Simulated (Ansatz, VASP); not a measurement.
## B7P: VASP beside Ansatz

```xyz
8
Lattice="3.6695 0.0000 0.0000 -1.8347 3.1779 0.0000 0.0000 0.0000 7.4090" Properties=species:S:1:pos:R:3 pbc="T T T"
B     1.8347    0.0000    0.0000
B    -0.9174    1.5889    0.0000
B     0.9174    1.5889    0.0000
B     1.8347    0.0000    3.7045
B    -0.9174    1.5889    3.7045
B     0.9174    1.5889    3.7045
B     0.0000    0.0000    3.7045
P     0.0000    0.0000    0.0000
```

Alike in both runs: functional PBE; k mesh 12 × 12 × 6; occupations gaussian, width 0.1 eV; no spin polarisation.

Ansatz relaxed the structure, and its values are those at the end. VASP's run is a single point on that final structure, the one shown.

|  | VASP | Ansatz |
| --- | --- | --- |
| version | VASP 6.6.1 | Ansatz 0.2.0 |
| potentials or method | VASP PAW PBE potentials, release 64 (B, P) | scalar-relativistic, plane waves, PAW |
| plane-wave cutoff (eV) | 520 | 420 |
| valence electrons in the cell | 26 | 26 |

```tsv
	VASP	Ansatz	Ansatz less VASP
gap on the k mesh at the Fermi level (eV)	none	none	-
pressure (GPa)	-0.2	0.0	+0.27
```

A gap of «none» marks a metal or a gap that the smearing closes. The functional is the same, so the differences come from potentials, cutoffs and numerics.

Caveats: this functional lacks dispersion, which binds the layers, so the pressure and a relaxed spacing across them are unreliable.
